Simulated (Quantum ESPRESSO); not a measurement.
**W under changes of volume**

One of the cells (16.822 Å³/atom); the others are scaled copies at fixed shape and fractional positions:

```
W
1.0
     2.80966    0.00000    0.00000
     0.00000    4.86387    0.00000
     0.00000    0.00000    4.92370
W
4
Cartesian
  2.2285 4.5567 3.6928
  0.5811 2.1247 3.6928
  0.5811 0.3072 1.2309
  2.2285 2.7391 1.2309
```

This isn't the form of W at room conditions, which is bcc.

- Program: Quantum ESPRESSO 7.5
- Functional: LDA
- Potentials or basis: GBRV 1.5 LDA
- Cutoff: 762 eV
- Density cutoff: 6095 eV
- k mesh: 8 × 5 × 5
- Occupations: fermi-dirac, width 0.05 eV
- Spin: no spin polarisation

```csv
volume (Å³/atom),energy over the lowest point (meV/atom),pressure (GPa),largest force (eV/Å)
15.812,0.00,1.7,0.199
16.149,3.05,-4.6,0.111
16.485,18.80,-10.4,0.048
16.822,45.98,-15.5,0.083
17.158,83.38,-20.1,0.156
17.494,129.96,-24.2,0.229
17.831,?,?,?
```

What does the run at 17.831 Å³/atom give?

Energy over the lowest point 184.74 meV/atom; pressure -27.9 GPa; largest force 0.299 eV/Å.

Worked out: A Birch-Murnaghan fit of order 3 (a polynomial in V^(-2/3)) to the other rows has its minimum at 15.90 Å³/atom with B0 = V·E''(V) = 309 GPa and B' = 4.0 at fixed shape and positions, which overstates the stiffness. It gives 185.01 meV/atom at 17.831 Å³/atom, against the run's 184.74, and -dE/dV = -28.0 GPa, against -27.9.

Energies are extrapolated to zero smearing.
